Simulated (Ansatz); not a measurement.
# ZnS: the cost of one run

Program: Ansatz 0.2.0. Level of theory: DFT PBE, scalar-relativistic, plane waves, PAW, unless a step names another level. These are calculated values, not measurements.

1 further run of the same task is left out (it didn't finish).

## Step 1: The starting structure

Symmetry: P6_3mc, No. 186, hexagonal system. The conventional cell has a = 3.846 Å, b = 3.846 Å, c = 6.307 Å, α = 90.00°, β = 90.00°, γ = 120.00°. Zn (site symmetry 3m) is surrounded by 4 S at 2.36 Å. S (site symmetry 3m) has 4 Zn at 2.36 Å as nearest neighbours.

Structure file:

```
CELL_PARAMETERS angstrom
3.84556 0.00000 0.00000
-1.92278 3.33035 0.00000
0.00000 0.00000 6.30709
ATOMIC_POSITIONS crystal
Zn 0.66667 0.33333 0.64542
Zn 0.33333 0.66667 0.14542
S 0.66667 0.33333 0.01987
S 0.33333 0.66667 0.51987
```

The cell was relaxed beforehand at this level, from a generated guess; it is a trial structure. At a tolerance of 0.02 Å it has space group P6_3mc (No. 186); it has 20.19 Å³/atom, an uncorrected energy of -0.82 eV/atom over the elements and, on its mesh, gap 2.08 eV.

## Step 2: Seeking the band edges over the whole zone

The input, input.yaml:

```yaml
crystal:
  lattice:
    - [3.8455552834, 0.0, 0.0]
    - [-1.9227776417, 3.3303485671, 0.0]
    - [0.0, 0.0, 6.3070879111]
  atoms:
    - { symbol: Zn, position: [0.6666666667, 0.3333333333, 0.6454184368] }
    - { symbol: Zn, position: [0.3333333333, 0.6666666667, 0.1454184368] }
    - { symbol: S, position: [0.6666666667, 0.3333333333, 0.0198731322] }
    - { symbol: S, position: [0.3333333333, 0.6666666667, 0.5198731322] }
basis:
  ecutwfc: 420
kpoints:
  mp_grid: { grid: [12, 12, 4] }
  band_path: { path: [VBM, CBM], npoints: 2 }
hamiltonian:
  xc: pbe
scf:
  occupations: { method: gaussian, width: 0.02 }
output:
  forces: false
  stress: false
  eigenvalues: true
checkpoint:
  read: start.run
  write: ck
  compress: false
  write_wavefunctions: false
  write_every: 100000
```

Launch:

```
> ansatz run input.yaml --threads 1 --pin off --max-ram 2560MiB --backend cpu --events-out ev --progress --plain --runs-dir out
```

Q: Estimate wall time and peak memory on 1 thread of Arm Neoverse V1, shared host.

About 14 s, with a peak of 0.33 GiB.
